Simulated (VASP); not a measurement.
# NaCl: relaxed cell and band gap, by functional

NaCl, Pm-3m (no. 221), 2 atoms in the cell.

| Functional | Volume (Å³/atom) | Change from the starting volume (fraction) | Gap, path and mesh (eV) | Time (s) |
|---|---|---|---|---|
| revPBE | 22.98 | 0.070 | 4.03 | 60 |
| AM05 | 21.31 | -0.008 | 4.04 | 52 |
| PW91 | 21.50 | 0.001 | 4.01 | 39 |
| BLYP | 22.43 | 0.044 | 3.90 | 82 |
| optPBE exchange with PBE correlation | 21.93 | 0.021 | 4.01 | 45 |
| optB88 exchange with PBE correlation | 21.32 | -0.007 | 4.02 | 46 |
| optB86b exchange with PBE correlation | 21.27 | -0.010 | 4.02 | 45 |
| PW86R exchange with PBE correlation | 21.84 | 0.017 | 3.86 | 45 |
| CX exchange with PBE correlation | 21.56 | 0.004 | 4.08 | 46 |

## Input of the first row

INCAR.step1:
```
PREC = Accurate
ENCUT = 600
EDIFF = 1E-7
ISMEAR = 0
SIGMA = 0.02
LREAL = False
LASPH = True
GGA_COMPAT = False
ALGO = Normal
NELM = 150
ISIF = 3
LWAVE = False
LCHARG = False
GGA = RE
IBRION = 2
EDIFFG = -0.005
NSW = 60
```

INCAR.step2, as INCAR.step1 but for:
```
- NSW = 60
+ NSW = 40
```

INCAR.step3, as INCAR.step2 but for:
```
- ISIF = 3
- IBRION = 2
- EDIFFG = -0.005
- NSW = 40
+ ISIF = 2
+ NBANDS = 14
```

KPOINTS:
```
k-points
0
Gamma
  6 6 6
```

KPOINTS_OPT:
```
path GXMGRX,MR
8
line-mode
reciprocal
 0.0000000000  0.0000000000  0.0000000000  G
 0.0000000000  0.5000000000  0.0000000000  X

 0.0000000000  0.5000000000  0.0000000000  X
 0.5000000000  0.5000000000  0.0000000000  M

 0.5000000000  0.5000000000  0.0000000000  M
 0.0000000000  0.0000000000  0.0000000000  G

 0.0000000000  0.0000000000  0.0000000000  G
 0.5000000000  0.5000000000  0.5000000000  R

 0.5000000000  0.5000000000  0.5000000000  R
 0.0000000000  0.5000000000  0.0000000000  X

 0.5000000000  0.5000000000  0.0000000000  M
 0.5000000000  0.5000000000  0.5000000000  R
```

POSCAR.step1:
```
NaCl
1.0
    3.5021900000      0.0000000000      0.0000000000
    0.0000000000      3.5021900000      0.0000000000
    0.0000000000      0.0000000000      3.5021900000
Cl Na
1 1
Direct
    0.5000000000      0.5000000000      0.5000000000
    0.0000000000      0.0000000000      0.0000000000
```

Commands (each step's output is kept before the next begins):
```
cat potpaw_PBE.64/Cl/POTCAR potpaw_PBE.64/Na_pv/POTCAR > POTCAR
cp INCAR.step1 INCAR
cp POSCAR.step1 POSCAR
mpirun -np 1 vasp_std > vasp.out
cp CONTCAR POSCAR
rm WAVECAR CHG
cp INCAR.step2 INCAR
mpirun -np 1 vasp_std > vasp.out
cp CONTCAR POSCAR
rm WAVECAR CHG
cp INCAR.step3 INCAR
mpirun -np 1 vasp_std > vasp.out
```

Changes of the last row against the first:
```
(all steps)
- GGA = RE
+ GGA = CX
```

VASP 6.6.1 took 60 s on 1 core (Intel Xeon Platinum 8259CL @ 2.50GHz (Skylake/Cascade Lake)), a shared host.
